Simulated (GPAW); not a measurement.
# zinc-blende (ZnS)₁₋ₓ(CdS)ₓ at x = 0: the S K absorption edge, part 2 of 2

Aim: the S K edge in zinc-blende (ZnS)₁₋ₓ(CdS)ₓ at x = 0, one member of a composition series.

GPAW 26.7.0; X-ray absorption from dipole matrix elements to empty bands, plane-wave PAW PBE.

So far. Step 2 (The field without a hole): The mesh shows a gap of 2.09 eV. The excited electron is kept all the same, so that all members of the series, with or without a gap, are treated alike.

## 4. Spectrum with XCH, S atom 2

The holes are 7.7 Å apart. In GPAW the data set carries the hole's charge, so charge=0 means a charged cell and charge=-1 a neutral one. The excited electron is kept in the cell, where it fills the lowest empty states and screens the hole. After the field has converged, empty bands are computed with the density fixed and the dipole matrix elements are summed.

The absorber has 4 Zn at 2.34 Å (tetrahedral).

Input file xas.py:

```python
import numpy as np
from ase import Atoms
from ase.parallel import parprint, paropen
from gpaw import GPAW, PW, FermiDirac, Mixer, MixerDif, setup_paths
from gpaw.test import gen
setup_paths.insert(0, '.')
gen('S', name='fch1s', xcname='PBE', corehole=(1, 0, 1), write_xml=True)
from gpaw.mpi import world
world.barrier()

atoms = Atoms('ZnSZnSZnSZnSZnSZnSZnSZnS',
    cell=[[0, 5.41, 5.41],
     [5.41, 0, 5.41],
     [5.41, 5.41, 0]],
    scaled_positions=[[0, 0, 0],
     [0.125, 0.125, 0.125],
     [0, 0, 0.5],
     [0.125, 0.125, 0.625],
     [0, 0.5, 0],
     [0.125, 0.625, 0.125],
     [0, 0.5, 0.5],
     [0.125, 0.625, 0.625],
     [0.5, 0, 0],
     [0.625, 0.125, 0.125],
     [0.5, 0, 0.5],
     [0.625, 0.125, 0.625],
     [0.5, 0.5, 0],
     [0.625, 0.625, 0.125],
     [0.5, 0.5, 0.5],
     [0.625, 0.625, 0.625]],
    pbc=True)
atoms.calc = calc = GPAW(legacy_gpaw=True, mode=PW(400, force_complex_dtype=True), xc='PBE', setups={1: 'fch1s'},
    kpts={'size': (3, 3, 3), 'gamma': True}, occupations=FermiDirac(0.04),
    charge=-1, mixer=Mixer(0.1, 5, 50), maxiter=150,
    convergence={'density': 0.0001, 'eigenstates': 1e-6}, txt='scf.txt')
energy = atoms.get_potential_energy() + calc.get_reference_energy()
ef = calc.get_fermi_level()
out = dict(energy=energy, fermi=ef, forces=atoms.get_forces().tolist())
parprint(f'all-electron energy {energy:.4f} eV, Fermi level {ef:.4f} eV')
ev = np.array([[calc.get_eigenvalues(k, s) for k in range(len(calc.get_ibz_k_points()))] for s in range(calc.get_number_of_spins())])
out['homo'], out['lumo'], out['counts'] = ev[ev < ef].max(), ev[ev > ef].min(), sorted(set((ev < ef).sum((0, 2)).tolist()))
out['filled'] = (ev[:, 0] < ef).sum(1).tolist()

from ase.units import Ha
from gpaw.xas import dipole_matrix_elements
nb = int(calc.get_number_of_electrons() / 2) + 162
top, nb = nb, nb + 8 + nb // 12
nscf = calc.fixed_density(kpts={'size': (4, 4, 4), 'gamma': True}, nbands=nb,
    convergence={'bands': top, 'eigenstates': 5e-3}, maxiter=60, txt='nscf.txt')
cell = atoms.cell.array
ops = [cell.T @ U.T @ np.linalg.inv(cell.T) for U in nscf.wfs.kd.symmetry.op_scc]
filled = [72]  # bands filled in the ground state, by spin
E = np.arange(-6, 30, 0.1)
fwhm = np.interp(E, [4, 25], [0.9, 3.5])
Y, X, zero, highest = 0, 0, 1e9, 1e9
for spin in range(nscf.get_number_of_spins()):
    wfs = nscf.wfs
    mine = wfs.bd.get_slice()  # this rank's bands
    A = dipole_matrix_elements(wfs.setups[1])
    eps = np.zeros((wfs.kd.nibzkpts, nb))
    d = np.zeros((3, A.shape[1], wfs.kd.nibzkpts, nb), complex)
    for kpt in wfs.kpt_u:
        if kpt.s == spin and 1 in kpt.P_ani:
            eps[kpt.k, mine] = kpt.eps_n * Ha
            d[:, :, kpt.k, mine] = (kpt.weight * wfs.nspins / 2) ** 0.5 * np.inner(A, kpt.P_ani[1])
    world.sum(eps)
    world.sum(d)
    T = np.einsum('amkn,bmkn->abkn', d, d.conj()).real
    T = sum(np.einsum('ai,ijkn,bj->abkn', R, T, R) for R in ops) / len(ops)
    empty = np.ones_like(eps, bool) & (np.arange(nb) >= filled[spin])
    zero, highest = min(zero, eps[empty].min()), min(highest, eps[:, top - 1].min())
    lines = [(eps, T, empty)] if spin == 0 else lines + [(eps, T, empty)]
for eps, T, empty in lines:
    f = np.einsum('aakn->akn', T).reshape(3, -1)
    x = eps.ravel() - zero
    w = np.interp(x, E, fwhm) / 2.35482
    g = np.exp(-0.5 * ((E[:, None] - x) / w) ** 2) / (w * (2 * np.pi) ** 0.5)
    Y = Y + (f * empty.ravel()) @ g.T
    X = X + (f * ~empty.ravel()) @ g.T
out.update(E=E.round(2).tolist(), xas=Y.tolist(), xes=X.tolist(), zero=zero, valid=highest - zero, nk=len(eps), nb=nb)
for i in range(0, len(E), 10):
    parprint(f'{E[i]:7.2f}', *(f'{v:10.3e}' for v in Y[:, i]))
import json
with paropen('out.json', 'w') as f:
    json.dump(out, f)
```

The run is started by

```console
> OMP_NUM_THREADS=1 mpirun -n 4 gpaw python xas.py
```

Numbers of over 12 decimals in the logs are rounded to 6 here.

Output:

```text
Input parameters:
  charge: -1
  convergence: {density: 0.0001,
                eigenstates: 1e-06}
  kpts: {gamma: True,
         size: (3, 3, 3)}
  maxiter: 150
  mixer: {backend: pulay,
          beta: 0.1,
          method: separate,
          nmaxold: 5,
          weight: 50}
  mode: {ecut: 400.0,
         force_complex_dtype: True,
         name: pw}
  occupations: {fixmagmom: False,
                name: fermi-dirac,
                width: 0.04}
  setups: {1: fch1s}
  xc: PBE

Initialize ...

[... PAW data sets ...]

Reference energy: -475257.426575  # eV

Spin-paired calculation

[... convergence settings ...]
Symmetries present (total): 6
  [... symmetry matrices ...]

27 k-points: 3 x 3 x 3 Monkhorst-Pack grid
6 k-points in the irreducible part of the Brillouin zone
       k-points in crystal coordinates                weights
   0:     0.00000000    0.00000000    0.00000000          1/27
   1:     0.33333333    0.00000000   -0.33333333          6/27
   2:     0.33333333    0.00000000    0.00000000          6/27
   3:     0.33333333    0.33333333   -0.33333333          6/27
   4:     0.33333333    0.33333333    0.00000000          6/27
   5:     0.33333333    0.33333333    0.33333333          2/27

Wave functions: Plane wave expansion
  Cutoff energy: 400.000 eV
  Number of coefficients (min, max): 5730, 5769
  Pulay-stress correction: 0.000000 eV/Ang^3 (de/decut=0.000000)
  Using FFTW library
  Wavefunction extrapolation:
    Improved wavefunction reuse through dual PAW basis

Occupation numbers: Fermi-Dirac:
  width: 0.0400  # eV

Eigensolver
   Davidson(niter=2)

Densities:
  Coarse grid: 36*36*36 grid
  Fine grid: 72*72*72 grid
  Total Charge: 0.000000

Density mixing:
  Method: separate
  Backend: pulay
  Linear mixing parameter: 0.1
  old densities: 5
  Width of damping distribution: 1.1
  Damping of long wavelength oscillations: 50

[... Hamiltonian set-up ...]
Number of atoms: 16
Number of atomic orbitals: 104
Number of bands in calculation: 91
Number of valence electrons: 145
Bands to converge: occupied

... initialized

Initializing position-dependent things.

Density initialized from atomic densities
Creating initial wave functions:
  91 bands from LCAO basis set

                            S
                    S
                        Zn
                     S
               Zn
             S   Zn       S

         Zn       S   Zn
                    S
              Zn
           S
               Zn
       Zn

Atomic positions and initial magnetic moments

Positions:
   0 Zn     0.000000    0.000000    0.000000    ( 0.0000,  0.0000,  0.0000)
   1 S      1.352500    1.352500    1.352500    ( 0.0000,  0.0000,  0.0000)
   2 Zn     2.705000    2.705000    0.000000    ( 0.0000,  0.0000,  0.0000)
   3 S      4.057500    4.057500    1.352500    ( 0.0000,  0.0000,  0.0000)
   4 Zn     2.705000    0.000000    2.705000    ( 0.0000,  0.0000,  0.0000)
   5 S      4.057500    1.352500    4.057500    ( 0.0000,  0.0000,  0.0000)
   6 Zn     5.410000    2.705000    2.705000    ( 0.0000,  0.0000,  0.0000)
[...]
13 S      4.057500    4.057500    6.762500    ( 0.0000,  0.0000,  0.0000)
  14 Zn     5.410000    5.410000    5.410000    ( 0.0000,  0.0000,  0.0000)
  15 S      6.762500    6.762500    6.762500    ( 0.0000,  0.0000,  0.0000)

Unit cell:
           periodic     x           y           z      points  spacing
  1. axis:    yes    0.000000    5.410000    5.410000    36     0.1735
  2. axis:    yes    5.410000    0.000000    5.410000    36     0.1735
  3. axis:    yes    5.410000    5.410000    0.000000    36     0.1735

  Lengths:   7.650895   7.650895   7.650895
  Angles:   60.000000  60.000000  60.000000

Effective grid spacing dv^(1/3) = 0.1893

iter:   1   -67.817088
iter:   2   -67.031550   -0.14  -1.23
iter:   3   -64.440142   -0.88  -1.28
iter:   4   -64.539779   -1.42  -1.56
iter:   5   -65.102643   -1.54  -1.62
iter:   6   -64.499651   -1.88  -2.19
iter:   7   -64.504547   -2.42  -2.31
iter:   8   -64.504893c  -3.23  -2.60
iter:   9   -64.499556c  -3.47  -2.95
iter:  10   -64.499665c  -4.12  -3.20
iter:  11   -64.499303c  -4.85  -3.46
iter:  12   -64.499184c  -5.18  -3.58
iter:  13   -64.499347c  -5.63  -3.77
iter:  14   -64.499272c  -6.14c -3.93
iter:  15   -64.499215c  -5.69  -4.03c
iter:  16   -64.499252c  -6.39c -4.34c

Converged after 16 iterations.

Dipole moment: (-24.138101, -24.138101, -24.138101) |e|*Ang

Energy contributions relative to reference atoms: (reference = -475257.426575)

Kinetic:       +117.646077
Potential:     -104.258299
External:        +0.000000
XC:             -77.811878
Entropy (-ST):   -0.017322
Local:           -0.066491
SIC:             +0.000000
--------------------------
Free energy:    -64.507913
Extrapolated:   -64.499252

Showing only first 2 kpts
 Kpt  Band  Eigenvalues  Occupancy
  0    70      3.66038    2.00000
  0    71      3.66038    2.00000
  0    72      5.41048    2.00000
  0    73      6.65564    1.99472

  1    70      2.63757    2.00000
  1    71      3.28729    2.00000
  1    72      7.31323    0.00005
[...]
Fermi level: 6.89301

No gap
No difference between direct/indirect transitions

Forces in eV/Ang:
  0 Zn   -0.62283   -0.62283   -0.62283
  1 S     0.00003    0.00003    0.00003
  2 Zn    0.62280    0.62280   -0.62284
  3 S    -0.00001   -0.00001    0.01627
  4 Zn    0.62280   -0.62284    0.62280
  5 S    -0.00001    0.01627   -0.00001
  6 Zn    0.03810   -0.03814   -0.03814
[...]
13 S     0.00000    0.00000   -0.01612
 14 Zn    0.03810    0.03810    0.03810
 15 S     0.00003    0.00003    0.00003
Scalar-relativistic atomic PBE calculation for S (Sulfur, Z=16)
Core hole in 1s state (1s occupation: 1.0)
450 radial gridpoints.
|------------------------------------------------|
|------------------------------------------------|
[... the atom generator's iteration count ...]

Energy contributions:
-------------------------
Kinetic:     +308.185547
XC:           -20.950884
Potential:   -594.586668
-------------------------
Total:       -307.352006

state      eigenvalue         ekin         rmax
-----------------------------------------------
1s^1.0 :   -94.934283   126.064227        0.062
2s^2.0 :    -9.388817    20.721762        0.372
2p^6.0 :    -7.534702    20.423216        0.303
3s^2.0 :    -1.143740     3.483173        1.293
3p^4.0 :    -0.718992     2.793039        1.390
-----------------------------------------------
(units: Bohr and Hartree)

Generating PAW setup
Kinetic energy of the core from tauc = 290.824512
Cutoffs:
rc(s)=1.840
rc(p)=1.850
rc(d)=1.700
rc(vbar)=1.720
rc(comp)=1.430
rc(nct)=1.850

Kinetic energy of the core states: 290.047046
Charge: 1.0
Core electrons: 9.0
Valence electrons: 6.0
Pseudo-core charge: 0.024184
Shape function alpha=4.890
Pseudo-electron charge 6.375793
state    eigenvalue         norm
--------------------------------
3s(2) :    -1.143740     1.241181
*s    :    -0.143740
3p(4) :    -0.718992     0.967312
*p    :     0.281008
*d    :     0.000000
--------------------------------

Diagonalizing with gridspacing h=0.050

state   all-electron     PAW
-------------------------------
3s:      -1.143740    -1.144551
3p:      -0.718992    -0.719674
*d:                   -0.150764
*f:                   -0.016520
-------------------------------
all-electron energy -475321.9258 eV, Fermi level 6.8930 eV
[...]
27.00  2.885e-06  2.885e-06  2.885e-06
  28.00  3.133e-06  3.133e-06  3.133e-06
  29.00  2.947e-06  2.947e-06  2.947e-06
```

Wall time 3.3 min (4 MPI ranks of Arm Neoverse V1, shared host); peak memory 0.48 GiB.

The S K spectrum, S atom 2, excited-electron core hole (neutral cell) (energy from the bottom of the conduction band, which holds the excited electron; intensity scaled to a mean of 1 over the first 20 eV):

| E (eV) | intensity |
| --- | --- |
| -2.0 | 0.00 |
| -1.5 | 0.00 |
| -1.0 | 0.00 |
| -0.5 | 0.00 |
| 0.0 | 0.01 |
| 0.5 | 0.11 |
| 1.0 | 0.38 |
| 1.5 | 0.94 |
| 2.0 | 1.58 |
| 2.5 | 1.92 |
| 3.0 | 1.83 |
| 3.5 | 1.58 |
| 4.0 | 1.83 |
| 4.5 | 1.24 |
| 5.0 | 1.03 |
| 5.5 | 1.34 |
| 6.0 | 1.65 |
| 6.5 | 1.73 |
| 7.0 | 1.39 |
| 7.5 | 1.04 |
| 8.0 | 0.92 |
| 8.5 | 0.93 |
| 9.0 | 0.92 |
| 9.5 | 0.77 |
| 10.0 | 0.58 |
| 10.5 | 0.48 |
| 11.0 | 0.48 |
| 11.5 | 0.55 |
| 12.0 | 0.64 |
| 12.5 | 0.74 |
| 13.0 | 0.88 |
| 13.5 | 1.02 |
| 14.0 | 1.12 |
| 14.5 | 1.16 |
| 15.0 | 1.16 |
| 15.5 | 1.13 |
| 16.0 | 1.06 |
| 16.5 | 0.98 |
| 17.0 | 0.89 |
| 17.5 | 0.81 |
| 18.0 | 0.75 |
| 18.5 | 0.70 |
| 19.0 | 0.66 |
| 19.5 | 0.64 |
| 20.0 | 0.64 |
| 20.5 | 0.65 |
| 21.0 | 0.66 |
| 21.5 | 0.69 |
| 22.0 | 0.71 |
| 22.5 | 0.72 |
| 23.0 | 0.73 |
| 23.5 | 0.72 |
| 24.0 | 0.72 |
| 24.5 | 0.74 |
| 25.0 | 0.78 |
| 25.5 | 0.85 |
| 26.0 | 0.94 |
| 26.5 | 1.04 |
| 27.0 | 1.13 |
| 27.5 | 1.20 |

Main maxima below 24 eV (height): 2.7 eV (1.96), 3.9 eV (1.84), 6.3 eV (1.75) and 14.8 eV (1.16). A K edge sees empty p states on the absorber.

The total-energy difference is 2484.60 eV. One term is added: -16.94 eV, since the hole is spin-paired here and a spin-polarised one costs that much less in the free atom (computed apart). The photon energy is then 2467.66 eV. The functional leaves an error of a few eV in such absolute values.

## 5. Reference energy of the cell

The absorbing element, whose data set is made anew, changes for the next run, so it gets a reference energy of its own.

Input file scf.py:

```python
import numpy as np
from ase import Atoms
from ase.parallel import parprint, paropen
from gpaw import GPAW, PW, FermiDirac, Mixer, MixerDif, setup_paths
from gpaw.test import gen
setup_paths.insert(0, '.')
gen('Zn', name='nch1s', xcname='PBE', corehole=(1, 0, 0), write_xml=True)
from gpaw.mpi import world
world.barrier()

atoms = Atoms('ZnSZnSZnSZnSZnSZnSZnSZnS',
    cell=[[0, 5.41, 5.41],
     [5.41, 0, 5.41],
     [5.41, 5.41, 0]],
    scaled_positions=[[0, 0, 0],
     [0.125, 0.125, 0.125],
     [0, 0, 0.5],
     [0.125, 0.125, 0.625],
     [0, 0.5, 0],
     [0.125, 0.625, 0.125],
     [0, 0.5, 0.5],
     [0.125, 0.625, 0.625],
     [0.5, 0, 0],
     [0.625, 0.125, 0.125],
     [0.5, 0, 0.5],
     [0.625, 0.125, 0.625],
     [0.5, 0.5, 0],
     [0.625, 0.625, 0.125],
     [0.5, 0.5, 0.5],
     [0.625, 0.625, 0.625]],
    pbc=True)
atoms.calc = calc = GPAW(legacy_gpaw=True, mode=PW(400, force_complex_dtype=True), xc='PBE', setups={0: 'nch1s'},
    kpts={'size': (3, 3, 3), 'gamma': True}, occupations=FermiDirac(0.02),
    charge=0, mixer=Mixer(0.1, 5, 50), maxiter=150,
    convergence={'density': 0.0001, 'eigenstates': 1e-6}, txt='scf.txt')
energy = atoms.get_potential_energy() + calc.get_reference_energy()
ef = calc.get_fermi_level()
out = dict(energy=energy, fermi=ef, forces=atoms.get_forces().tolist())
parprint(f'all-electron energy {energy:.4f} eV, Fermi level {ef:.4f} eV')
ev = np.array([[calc.get_eigenvalues(k, s) for k in range(len(calc.get_ibz_k_points()))] for s in range(calc.get_number_of_spins())])
out['homo'], out['lumo'], out['counts'] = ev[ev < ef].max(), ev[ev > ef].min(), sorted(set((ev < ef).sum((0, 2)).tolist()))
out['filled'] = (ev[:, 0] < ef).sum(1).tolist()
import json
with paropen('out.json', 'w') as f:
    json.dump(out, f)
```

The run is started by

```console
> OMP_NUM_THREADS=1 mpirun -n 4 gpaw python scf.py
```

Output:

```text
Input parameters:
  convergence: {density: 0.0001,
                eigenstates: 1e-06}
  kpts: {gamma: True,
         size: (3, 3, 3)}
  maxiter: 150
  mixer: {backend: pulay,
          beta: 0.1,
          method: separate,
          nmaxold: 5,
          weight: 50}
  mode: {ecut: 400.0,
         force_complex_dtype: True,
         name: pw}
  occupations: {fixmagmom: False,
                name: fermi-dirac,
[...]
*s    :     0.780349
4p(0) :    -0.041035     1.007410
*p    :     0.958965
3d(10):    -0.372700     0.153765
*d    :     0.627300
--------------------------------

Diagonalizing with gridspacing h=0.050

state   all-electron     PAW
-------------------------------
4s:      -0.219651    -0.219820
4p:      -0.041035    -0.041071
3d:      -0.372700    -0.373322
*f:                    0.071886
-------------------------------
all-electron energy -477806.5263 eV, Fermi level 4.3626 eV
[key lines of the parts left out:]
Converged after 19 iterations.
Dipole moment: (-23.926594, -23.926594, -23.926594) |e|*Ang
Free energy:    -54.953182
Fermi level: 4.36257
```

Elapsed: 35 s, on 4 MPI ranks; peak memory 0.31 GiB.

Reference energy: -477806.526 eV with the cores included.

## 6. Spectrum with XCH, Zn atom 1

The holes are 7.7 Å apart. The excited electron is kept in the cell, where it fills the lowest empty states and screens the hole. After the field has converged, empty bands are computed with the density fixed and the dipole matrix elements are summed.

The absorber has 4 S at 2.34 Å (tetrahedral).

xas.py, as its differences from that of step 4:

```diff
@@ -6,3 +6,3 @@
 setup_paths.insert(0, '.')
-gen('S', name='fch1s', xcname='PBE', corehole=(1, 0, 1), write_xml=True)
+gen('Zn', name='fch1s', xcname='PBE', corehole=(1, 0, 1), write_xml=True)
 from gpaw.mpi import world
@@ -31,3 +31,3 @@
     pbc=True)
-atoms.calc = calc = GPAW(legacy_gpaw=True, mode=PW(400, force_complex_dtype=True), xc='PBE', setups={1: 'fch1s'},
+atoms.calc = calc = GPAW(legacy_gpaw=True, mode=PW(400, force_complex_dtype=True), xc='PBE', setups={0: 'fch1s'},
     kpts={'size': (3, 3, 3), 'gamma': True}, occupations=FermiDirac(0.04),
@@ -53,3 +53,3 @@
 E = np.arange(-6, 30, 0.1)
-fwhm = np.interp(E, [4, 25], [0.9, 3.5])
+fwhm = np.interp(E, [4, 25], [1.67, 3.5])
 Y, X, zero, highest = 0, 0, 1e9, 1e9
@@ -58,3 +58,3 @@
     mine = wfs.bd.get_slice()  # this rank's bands
-    A = dipole_matrix_elements(wfs.setups[1])
+    A = dipole_matrix_elements(wfs.setups[0])
     eps = np.zeros((wfs.kd.nibzkpts, nb))
@@ -62,5 +62,5 @@
     for kpt in wfs.kpt_u:
-        if kpt.s == spin and 1 in kpt.P_ani:
+        if kpt.s == spin and 0 in kpt.P_ani:
             eps[kpt.k, mine] = kpt.eps_n * Ha
-            d[:, :, kpt.k, mine] = (kpt.weight * wfs.nspins / 2) ** 0.5 * np.inner(A, kpt.P_ani[1])
+            d[:, :, kpt.k, mine] = (kpt.weight * wfs.nspins / 2) ** 0.5 * np.inner(A, kpt.P_ani[0])
     world.sum(eps)
```

The run is started by

```console
> OMP_NUM_THREADS=1 mpirun -n 4 gpaw python xas.py
```

Output:

```text
Input parameters:
  charge: -1
  convergence: {density: 0.0001,
                eigenstates: 1e-06}
  kpts: {gamma: True,
         size: (3, 3, 3)}
  maxiter: 150
  mixer: {backend: pulay,
          beta: 0.1,
          method: separate,
          nmaxold: 5,
          weight: 50}
  mode: {ecut: 400.0,
         force_complex_dtype: True,
         name: pw}
  occupations: {fixmagmom: False,
[...]
*d    :    -0.022506
--------------------------------

Diagonalizing with gridspacing h=0.050

state   all-electron     PAW
-------------------------------
4s:      -0.591866    -0.592148
4p:      -0.335189    -0.335391
3d:      -1.022506    -1.022962
*f:                   -0.019081
-------------------------------
all-electron energy -468113.6869 eV, Fermi level 6.8985 eV
[...]
28.00  1.751e-07  1.751e-07  1.751e-07
  29.00  1.736e-07  1.736e-07  1.736e-07
[key lines of the parts left out:]
Converged after 15 iterations.
Dipole moment: (-23.962860, -23.962860, -23.962860) |e|*Ang
Free energy:    -60.895755
Fermi level: 6.89846
```

The job ended after 1.8 min (4 MPI ranks; peak memory 0.47 GiB; 7.1 min of CPU time).

The Zn K spectrum, Zn atom 1, excited-electron core hole (neutral cell) (energy from the bottom of the conduction band, which holds the excited electron; intensity scaled to a mean of 1 over the first 20 eV):

| E (eV) | intensity |
| --- | --- |
| -2.0 | 0.00 |
| -1.0 | 0.00 |
| 0.0 | 0.03 |
| 1.0 | 0.23 |
| 2.0 | 0.73 |
| 3.0 | 1.14 |
| 4.0 | 1.68 |
| 5.0 | 1.97 |
| 6.0 | 1.26 |
| 7.0 | 0.78 |
| 8.0 | 0.90 |
| 9.0 | 0.98 |
| 10.0 | 0.86 |
| 11.0 | 0.92 |
| 12.0 | 1.01 |
| 13.0 | 1.01 |
| 14.0 | 1.00 |
| 15.0 | 1.00 |
| 16.0 | 1.01 |
| 17.0 | 1.01 |
| 18.0 | 1.00 |
| 19.0 | 0.94 |
| 20.0 | 0.85 |
| 21.0 | 0.78 |
| 22.0 | 0.78 |
| 23.0 | 0.81 |
| 24.0 | 0.83 |
| 25.0 | 0.84 |
| 26.0 | 0.88 |
| 27.0 | 0.97 |

Main maxima below 27 eV (height): 4.8 eV (2.01), 8.8 eV (1.00) and 12.2 eV (1.02). 

The total-energy difference is 9692.84 eV. One term is added: -30.96 eV, since the hole is spin-paired here and a spin-polarised one costs that much less in the free atom (computed apart). The photon energy is then 9661.88 eV. The tabulated edge of the element is 9659 eV. The functional leaves an error of a few eV in such absolute values.

## 7. Results

```json
{
  "absorber and edge": "S K, atom 2 of the ground-state input (counted from 1)",
  "surroundings": "4 Zn at 2.34 Å (tetrahedral)",
  "highest intensity below 16 eV": "2.7 eV above the zero, height 1.96",
  "photon energy of the zero, with the added terms": "2467.7 eV (raw 2484.6 eV; uncertain by a few eV)"
}
```

**Reading.** The S K edge of atom 2, with 4 Zn at 2.34 Å (tetrahedral), has its highest intensity of the first 16 eV at 2.7 eV above the zero, near 2470 eV in photon energy (uncertain by a few eV), 2.0 times the mean level of the first 20 eV (Gaussian full width 0.9 eV up to 4 eV, rising linearly to 3.5 eV at 25 eV). The mesh is coarse (0.25 Å⁻¹ between points), so small maxima may be mesh ripples.

[Banner, clock and machine lines of the logs are left out without a mark of their own.]

[Logs are printed without paths, hosts, clocks, repeated set-up lines and the standing remarks that a program may print on its own settings, such as how far it seeks lower states.]

[Hosts, paths, dates, database ids (printed as entryN), source tags and the programs' standing remarks are cut or masked in the printed files.]

[Lists of maxima count a maximum above −3 eV only where it reaches 4 % of the highest in the window and stands out from its surroundings by 2 % of it (1.5 % where it reaches 55 %); shoulders and weaker maxima are passed over, and of the rest the first, up to two pre-edge ones and the few strongest are named.]
